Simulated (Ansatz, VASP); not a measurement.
**One calculation of BaTiO3, two programs**

```
CELL_PARAMETERS angstrom
3.94574 0.00000 0.00000
0.00000 3.94574 0.00000
0.00000 0.00000 3.96370
ATOMIC_POSITIONS crystal
Ba 0.00000 0.00000 0.00000
Ti 0.50000 0.50000 0.49000
O 0.00000 0.50000 0.51700
O 0.50000 0.00000 0.51700
O 0.50000 0.50000 0.01900
```

Alike in both runs: task single point; functional RPBE; dispersion D3(BJ); k mesh 7 × 7 × 7; occupations fermi-dirac, width 0.05 eV; no spin polarisation.

|  | VASP | Ansatz |
| --- | --- | --- |
| version | VASP 6.6.1 | Ansatz 0.2.0 |
| potentials or method | VASP PAW PBE potentials, release 64 (Ba_sv, Ti_sv, O) | Ansatz PAW |
| plane-wave cutoff (eV) | 520 | 420 |
| valence electrons in the cell | 40 | 40 |

```tsv
	VASP	Ansatz	Ansatz less VASP
gap on the k mesh at the Fermi level (eV)	1.99	2.06	+0.070
least direct gap on the mesh (eV)	2.15	2.18	+0.027
pressure (GPa)	-11.0	-13.0	-2.05
largest component of the traceless stress (GPa)	0.67	0.65	-0.020
rms of the force components (eV/Å)	0.062	0.050	-0.0124
dispersion energy (meV/atom)	-1675.9	-1676.0	-0.08
```

Atom by atom the forces differ by 0.014 eV/Å (rms over components).

Caveats: spin-orbit coupling is left out, which moves the levels of the heavy elements; the PAW data sets were made with another functional, which shifts forces and pressure a little (VASP); an odd mesh through Γ misses points on the zone boundary, where band edges often lie (VASP); odd divisions of the mesh miss points on the zone boundary, where band edges often lie, so the gap on the mesh can be too wide (Ansatz); the pressure holds a Pulay correction of +0.5 GPa for the finite cutoff (Ansatz); the PAW data sets come from PBE, with cores solved anew for the run's functional, which leaves a small shift of forces and pressure (Ansatz). Expect the measured gap to be larger: semilocal functionals such as RPBE lack the derivative discontinuity.
